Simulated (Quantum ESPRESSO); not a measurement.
## Re under changes of volume

One of the cells (14.714 Å³/atom); the others are scaled copies at fixed shape and fractional positions:

```xyz
2
Lattice="2.7608 0.0000 0.0000 -1.3804 2.3909 0.0000 0.0000 0.0000 4.4582" Properties=species:S:1:pos:R:3 pbc="T T T"
Re    1.3804    0.7970    3.3436
Re    0.0000    1.5939    1.1145
```

```yaml
Program: Quantum ESPRESSO 7.5
Functional: PBE
Potentials_or_basis: SSSP 1.3 efficiency PBE
Cutoff: 748 eV
Density_cutoff: 5987 eV
k_mesh: 11 × 11 × 6
Occupations: fermi-dirac, width 0.05 eV
Spin: no spin polarisation
```

```csv
volume (Å³/atom),energy over the lowest point (meV/atom),pressure (GPa)
13.831,109.21,33.2
14.125,56.98,23.0
14.420,22.52,13.8
14.714,4.05,5.6
15.008,0.00,-1.8
15.303,?,?
15.597,29.23,-14.4
```

Task: What does the run at 15.303 Å³/atom give?

Result: Energy over the lowest point 8.80 meV/atom; pressure -8.5 GPa.

Worked out: A Birch-Murnaghan fit of order 3 (a polynomial in V^(-2/3)) to the other rows has its minimum at 14.95 Å³/atom with B0 = V·E''(V) = 364 GPa and B' = 4.4 at fixed shape and positions, which overstates the stiffness. It gives 8.83 meV/atom at 15.303 Å³/atom, against the run's 8.80, and -dE/dV = -8.1 GPa, against -8.5.

Energies are extrapolated to zero smearing.
